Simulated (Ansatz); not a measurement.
TiSi2: equation of state with PBEsol

TiSi2:

```xyz
6
Lattice="1.7651 -6.7593 0.0000 1.7651 6.7593 0.0000 0.0000 0.0000 3.5652" Properties=species:S:1:pos:R:3 pbc="T T T"
Ti    1.7651    5.3653    0.8913
Ti    1.7651   -5.3653    2.6739
Si    1.7651   -3.3839    0.8913
Si    1.7651    3.3839    2.6739
Si    1.7651    0.7875    0.8913
Si    1.7651   -0.7875    2.6739
```

The cell comes from a database or a generator and needn't be the stable form of this composition.

```
Program             : Ansatz 0.2.0
Task                : equation of state
Functional          : PBEsol
Potentials or basis : Ansatz PAW
Cutoff              : 420 eV
Density cutoff      : 1680 eV
k mesh              : 8 × 8 × 8
Occupations         : fermi-dirac, width 0.05 eV
Spin                : no spin polarisation
```

The equilibrium volume is 13.97 Å³/atom and the bulk modulus at fixed shape and positions is 149 GPa. The pressure derivative of the bulk modulus is 4.2.

Energy against volume, from the lowest point:
| volume (Å³/atom) | energy (meV/atom) |
| --- | --- |
| 13.328 | 14.51 |
| 13.611 | 4.20 |
| 13.895 | 0.00 |
| 14.179 | 1.30 |
| 14.462 | 7.55 |
| 14.746 | 18.24 |
| 15.029 | 32.92 |

All runs of the series together: 52 s on 2 threads of Arm Neoverse V1 (shared host).

Caveat: the cell was scaled at fixed shape and fractional positions, which overstates the stiffness of a crystal with free parameters, most of all of layers and chains.
